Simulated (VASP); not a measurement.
Runs of VASP 6.6.1 on MnS. It takes space group R-3m (No. 166, trigonal). Conventional cell: a = 3.660 Å, b = 3.660 Å, c = 8.913 Å, α = 90.00°, β = 90.00°, γ = 120.00°. Mn (site symmetry -3m) has 6 S at 2.58 Å as nearest neighbours. S (site symmetry -3m) has 6 Mn at 2.58 Å as nearest neighbours. The cell is a database's computed one.

| cell | target pressure | gap on the mesh (eV) | pressure (GPa) | moment (μB) |
| --- | --- | --- | --- | --- |
| relaxed to 30 GPa | 30 GPa | none | 29.8 | (b) |
| relaxed | - | none | 0.0 | 3.33 |
| relaxed to 10 GPa | 10 GPa | none | 10.0 | 3.01 |
| relaxed to 2 GPa | 2 GPa | none | 1.9 | 3.18 |
| relaxed to 5 GPa | 5 GPa | none | 4.9 | (a) |

Alike in all rows: task relaxation of cell and atoms; level LDA; potentials or basis VASP PAW LDA potentials, release 64 (Mn_pv, S); spin collinear, ferromagnetic start; k mesh 7 × 7 × 7; cutoff (eV) 600; smearing fermi-dirac 0.05 eV.

Task: Fill in the values left out.

Result: (a) 3.11; (b) 2.14.

Caveats: a cell with one magnetic atom can't hold antiferromagnetic order, which such compounds often take; semilocal functionals often make such compounds metallic where correlation or magnetic order opens a gap, which also shifts bond lengths; the cell is relaxed towards a set pressure, so the enthalpy falls and the energy may rise (some runs).

A gap of «none» marks a metal or a gap under the smearing width.
